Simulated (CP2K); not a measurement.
Crystal: CaO.

```
Ca O
1.0
     3.39914    0.00000    0.00000
     1.69957    2.94374    0.00000
     1.69957    0.98125    2.77539
Ca O
1 1
Direct
  0.00000 0.00000 0.00000
  0.50000 0.50000 0.50000
```

The cell is a database's computed one.

Program: CP2K 2026.2. Alike in all runs: task band structure; no spin polarisation; cell as given; k mesh 10 × 10 × 10.

Order these runs on this cell by their band gap on the k mesh, lowest first.
A. level TB-mBJ; potentials or basis POTENTIAL_UZH Ca GTH-PBE-q10, O GTH-PBE-q6; TZVP-MOLOPT-PBE-GTH basis; smearing fermi-dirac 0.0259 eV; EPS_DEFAULT 1.0E-9; NGRIDS 4; points a segment of the path (NPOINTS) 10; bands added on the path 2; CUTOFF of the grids 850 Ry
B. level LDA; potentials or basis GTH_POTENTIALS Ca GTH-PADE-q10, O GTH-PADE-q6; TZVP-MOLOPT-PBE-GTH basis; smearing fermi-dirac 0.05 eV; EPS_DEFAULT 1.0E-10; NGRIDS 5; points a segment of the path (NPOINTS) 8; bands added on the path 2; CUTOFF of the grids 600 Ry
C. level r2SCAN; potentials or basis POTENTIAL_UZH Ca GTH-SCAN-q10, O GTH-SCAN-q6; TZVP-MOLOPT-SCAN-GTH basis; smearing fermi-dirac 0.05 eV; EPS_DEFAULT 1.0E-9; NGRIDS 4; points a segment of the path (NPOINTS) 8; bands added on the path 6; CUTOFF of the grids 850 Ry

B (3.59 eV), A (4.02 eV), C (4.23 eV).

Caveats: the basis of atomic orbitals isn't converged, which shifts pressures, moduli and gaps; this is a model potential without an energy functional, so only levels have meaning (some runs).

